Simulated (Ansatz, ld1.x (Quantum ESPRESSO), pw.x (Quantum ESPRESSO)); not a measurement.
tantalum (Ta): one change to the ultrasoft potential, in the atom and in the fcc crystal

- Element: Ta
- Generator: ld1.x (Quantum ESPRESSO) 7.5
- Type: ultrasoft
- Functional: PBE
- Relativity: scalar-relativistic
- Frozen core: [Kr] 4d10 4f14 5s2
- Valence charge: 11
- Reference configuration: 5p6 5d3 6s2 6p0
- Partial waves: 6s (bound): rcut 2.60, rcutus 3.10 bohr; 6s channel at 0.95 Ry: rcut 2.60, rcutus 3.10 bohr; 5p (bound): rcut 1.80, rcutus 2.10 bohr; 6p (bound, empty): rcut 1.80, rcutus 2.10 bohr; 5d (bound): rcut 2.15, rcutus 2.80 bohr; 5d channel at 0.2 Ry: rcut 2.15, rcutus 2.80 bohr
- Local potential: all-electron potential smoothed inside 2.80 bohr (lloc = -1)
- Core correction: Bessel-smoothed model core, default radius (core density twice the valence density)
- Augmentation charge: PSQ, inside the norm-conserving radii

Change: wave 5d channel at 0.2 Ry: rcut 2.15, rcutus 2.80 bohr becomes 5d channel at 0.71 Ry: rcut 2.15, rcutus 2.80 bohr.

Cutoffs, loose and tight: the cutoffs (Ry, on a coarse ladder) from which the occupation-weighted sum of valence levels, in a spherical-Bessel basis at the reference potential, stays within 10 and 1 mRy of its value at 400 Ry. They do not see the model core or the augmentation charge, which bear on the density cutoff. Test errors are all-electron minus pseudo excitation energies from the reference, over the configurations 5p6 5d3 6s1 6p0; 5p6 5d3 6s0 6p0; 5p6 5d2 6s0 6p0; 5p6 5d2 6s2 6p1; 5p6 5d3 6s0 6p2; 5p6 5d3 6s0 6p1; 5p5 5d3 6s2 6p0; variants that change the core or the reference have their own tests.

Crystal test: fcc Ta in pw.x 7.5, no spin, 13³ k-points, Fermi–Dirac smearing 0.01 Ry, cutoffs set for each file from its atomic test. The reference is all-electron LAPW (Ansatz 0.2.0) with the same functional, mesh and smearing; V0 and B0 come from Birch–Murnaghan fits to the pressures at five volumes. Errors are pseudo minus all-electron; Δ is the rms difference of the E(V) curves that follow from these fits, minima aligned, over ±6 % about the mean V0. Mesh and smearing are coarse, so the numbers serve the comparison and aren't converged zero-temperature values; the lattice is a test structure that the element need not adopt.

All-electron: a0 = 4.224 Å (V0 = 18.84 Å³/atom), B0 = 188.4 GPa.

Q: Does the change bring the crystal closer to the all-electron result?

A: The mean pressure error goes from +2.13 to +4.87 GPa, so the change moves the solid further from the all-electron pressures.

| quantity | base | changed |
| --- | --- | --- |
| outcome (atom) | generated | generated |
| cutoff, loose (atom) | 18 Ry | 18 Ry |
| cutoff, tight (atom) | 35 Ry | 35 Ry |
| bound ghosts (atom) | none | none |
| largest test error (meV) (atom) | -35 over the solved tests; test run stopped at test 4 of 7 (negative rho) | -37 over the solved tests; test run stopped at test 4 of 7 (negative rho), 1 before it not solved |
| cutoffs in pw.x (Ry) | 45/360 | 45/360 |
| a0 (Å) | 4.240 | 4.260 |
| a0 error (%) | +0.37 | +0.85 |
| B0 error (%) | -0.5 | -2.6 |
| Δ (meV/atom) | 8.7 | 19.7 |
| mean pressure error (GPa) | +2.13 | +4.87 |

Base: The largest radius (3.10 bohr) exceeds half the bond length (2.83 bohr), so the spheres overlap, which is one possible source of error among others. Atomic configuration tests: test run stopped at test 4 of 7 (negative rho). Changed file: The largest radius (3.10 bohr) exceeds half the bond length (2.83 bohr), so the spheres overlap, which is one possible source of error among others. This is a poor potential for the solid. Atomic configuration tests: test run stopped at test 4 of 7 (negative rho), 1 before it not solved. The atomic cutoffs weigh occupied waves only.
